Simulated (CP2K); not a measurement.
Crystal: Ir.

```
CELL_PARAMETERS angstrom
2.70907 0.00000 0.00000
1.35453 2.34612 0.00000
1.35453 0.78204 2.21194
ATOMIC_POSITIONS crystal
Ir 0.00000 0.00000 0.00000
```

| Quantity | Value |
| --- | --- |
| Program | CP2K 2026.2 |
| Task | single point |
| Functional | PBE |
| Potentials or basis | POTENTIAL_UZH Ir GTH-PBE-q17; TZVP-MOLOPT-PBE-GTH basis |
| Density cutoff | 6123 eV |
| k mesh | 12 × 12 × 12 |
| Occupations | fermi-dirac, width 0.05 eV |
| Spin | no spin polarisation |

On this cell: pressure 9.2 GPa; band gap on the k mesh none (metal or under the smearing width).

The same run follows on a disturbed copy (cell strained at random at fixed volume):

```
Ir
1.0
     2.75585    0.00000    0.00000
     1.35175    2.32676    0.00000
     1.37887    0.78555    2.19249
Ir
1
Direct
  0.99766 0.99684 0.98575
```

Question: What changes?

Answer: The energy (extrapolated to zero smearing) moves by +13.1 meV/atom; pressure 9.6 GPa; band gap on the k mesh none (metal or under the smearing width).

Stress tensor (GPa, compression positive):
```
-0.14  2.88 -0.38
 2.88 13.91 -2.67
-0.38 -2.67 15.02
```

Caveats: the basis of atomic orbitals isn't converged, which shifts pressures, moduli and gaps.
